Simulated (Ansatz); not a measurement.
# CdTe (zincblende structure)

Level of theory: DFT, r²SCAN, scalar-relativistic, no spin polarisation; plane waves to 500 eV with PAW datasets (Ansatz 0.2.0), Γ-centred 10×10×10 mesh, 0.05 eV Gaussian smearing. The datasets are Ansatz's generated set soft_2.

```
CELL_PARAMETERS angstrom
0.00000 3.27872 3.27872
3.27872 0.00000 3.27872
3.27872 3.27872 0.00000
ATOMIC_POSITIONS crystal
Cd 0.00000 0.00000 0.00000
Te 0.25000 0.25000 0.25000
```

The compound is reported in the structure type of the start.

The run above is the reference. The same cell was run again with other input settings; several of them aren't fit for production, so the rows show the settings' effect and aren't properties of the material.

```tsv
keys changed	outcome	ΔE (meV/atom)	P (GPa)	gap on the mesh (eV)	cell moment (μB)	largest force component (eV/Å)	SCF iterations	rough core-seconds	new warnings
none (reference)	converged	0.0	0.0	1.17	–	0.000	–	–	–
scf.occupations.method: "gaussian" → "fermi_dirac"; scf.occupations.width: 0.05 → 0.025; hamiltonian.dispersion: "d4"	converged	–	-0.5	1.17	–	0.000	6	16	–
scf.initial_density.chi_scale: 0.1; basis.ecutwfc: 500 → "40.4 Ry"	converged	-0.8	0.0	1.17	–	0.000	7	20	–
basis.ecutrho_ratio: 4 → 9	converged	0.0	0.0	1.17	–	0.000	6	19	–
scf.initial_density.chi_scale: 0.3	converged	0.0	0.0	1.17	–	0.000	8	25	–
```

These changes also left energy (to 0.1 meV/atom), pressure, gap, moment and forces as in the reference: scf.mixing.preconditioner: "local_kerker"; kpoints.mp_grid.grid: [10, 10, 10] → [15, 15, 15] | scf.algorithm: "direct_min"; scf.mixing.preconditioner: "kerker_dos".

ΔE is the energy with the smearing extrapolated to zero. It is left out where the change alters the Hamiltonian or the spin treatment. The varied runs start from atomic densities (corrected by the program's trained start where that serves), with the default search for lower states unless a row changes it.

What happens with these changes: kpoints.mp_grid.grid: [10, 10, 10] → [3, 3, 3]; basis.ecutrho_ratio: 4 → 9; scf.algorithm: "direct_min"?

outcome converged, ΔE (meV/atom) 107.5, P (GPa) 0.8, gap on the mesh (eV) 1.13, largest force component (eV/Å) 0.000, SCF iterations 6, rough core-seconds 13.

Changing scf.initial_density.chi_scale only steers the path to self-consistency, so the energy stays within 0.5 meV/atom.

The pair part of a dispersion correction pulls inward (a three-body part mostly pushes out), and in metals and ionic crystals with large ions it often overbinds.

1 further run (cut off, refused for memory, with changed atoms or starts, or in doubt) is left out.

Of the reference: Semilocal functionals underestimate band gaps, commonly by a third or more. These numbers lack spin–orbit coupling.
